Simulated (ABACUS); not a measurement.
Cr:

```
CELL_PARAMETERS angstrom
2.71400 0.00000 0.00000
-1.35700 2.35039 0.00000
0.00000 0.00000 4.41000
ATOMIC_POSITIONS crystal
Cr 0.66667 0.33333 0.75000
Cr 0.33333 0.66667 0.25000
```

This isn't the form of Cr at room conditions, which is bcc.

| Item | Value |
| --- | --- |
| Program | ABACUS 3.10.1 |
| Task | single point |
| Functional | PBE |
| Potentials or basis | PseudoDojo NC SR 0.4.1 PBE standard |
| Cutoff | 1293 eV |
| Density cutoff | 5170 eV |
| Basis | plane waves |
| k mesh | 11 × 11 × 6 |
| Occupations | fermi-dirac, width 0.05 eV |
| Spin | collinear spin, ferromagnetic start |
| Starting moments | [3.0, 3.0] μB |

On this cell: pressure -22.8 GPa; largest force under 0.003 eV/Å; net moment 2.45 μB per cell; band gap on the k mesh none (metal or under the smearing width).

The same run follows on a disturbed copy (atoms moved at random, drawn with an rms of 0.05 Å):

```
Cr
1.0
     2.71400    0.00000    0.00000
    -1.35700    2.35039    0.00000
     0.00000    0.00000    4.41000
Cr
2
Cartesian
  1.3866 0.7851 3.2815
  0.0005 1.5516 1.1229
```

Task: What changes?

Result: The energy (extrapolated to zero smearing) moves by +0.9 meV/atom; pressure -22.9 GPa; largest force 0.087 eV/Å; net moment 2.38 μB per cell; band gap on the k mesh none (metal or under the smearing width).

Forces in eV/Å, atoms in the order of the input:
```
Cr   0.007  0.004  0.087
Cr  -0.007 -0.004 -0.087
```

Stress tensor (GPa, compression positive):
```
-23.19   0.46   0.00
  0.46 -23.72   0.00
  0.00   0.00 -21.92
```

Caveats: so large a pressure means that the cell lies far from this level's equilibrium, or that cutoff or potentials fall short (some runs).
